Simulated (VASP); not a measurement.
Runs of VASP 6.6.1 on TaN. It takes space group P6_3/mmc (No. 194, hexagonal). Conventional cell: a = 2.922 Å, b = 2.922 Å, c = 5.917 Å, α = 90.00°, β = 90.00°, γ = 120.00°. Ta (site symmetry -3m) has 6 N at 2.24 Å as nearest neighbours. N (site symmetry -6m2) is surrounded by 6 Ta at 2.24 Å. The cell comes from a database or a generator and needn't be the stable form of this composition.

| task | level | potentials or basis | spin | cell | k mesh | cutoff (eV) | target pressure | gap on the mesh (eV) | pressure (GPa) | relaxed volume (Å³/atom) |
| --- | --- | --- | --- | --- | --- | --- | --- | --- | --- | --- |
| relaxation of cell and atoms | LDA | VASP PAW LDA potentials, release 64 (Ta_pv, N) | off | relaxed to 20 GPa | 7 × 7 × 4 | 600 | 20 GPa | none | 20.0 | - |
| relaxation of cell and atoms | LDA | VASP PAW LDA potentials, release 64 (Ta_pv, N) | off | relaxed | 7 × 7 × 4 | 600 | - | none | 0.3 | (a) |
| relaxation of cell and atoms | PBEsol | VASP PAW PBE potentials, release 64 (Ta_pv, N) | off | relaxed | 10 × 10 × 5 | 600 | - | none | 0.0 | 10.62 |
| relaxation of cell and atoms | LDA | VASP PAW LDA potentials, release 64 (Ta_pv, N) | off | relaxed to 5 GPa | 7 × 7 × 4 | 600 | 5 GPa | none | 5.2 | - |
| relaxation of cell and atoms | LDA | VASP PAW LDA potentials, release 64 (Ta_pv, N) | off | relaxed | 10 × 10 × 5 | 600 | - | none | 0.0 | 10.45 |
| relaxation of cell and atoms | LDA | VASP PAW LDA potentials, release 64 (Ta_pv, N) | off | relaxed to 30 GPa | 7 × 7 × 4 | 600 | 30 GPa | none | 30.0 | - |

Alike in all rows: smearing fermi-dirac 0.05 eV.

Task: Fill in the values left out.

Result: (a) 10.44.

Caveats: the cell is relaxed towards a set pressure, so the enthalpy falls and the energy may rise (some runs); the PAW data sets were made with another functional, which shifts forces and pressure a little (some runs).

A k mesh can miss the band edges, and the runs leave out spin-orbit coupling on Ta.

A gap of «none» marks a metal or a gap under the smearing width.

Runs at the PBE level aren't shown here.
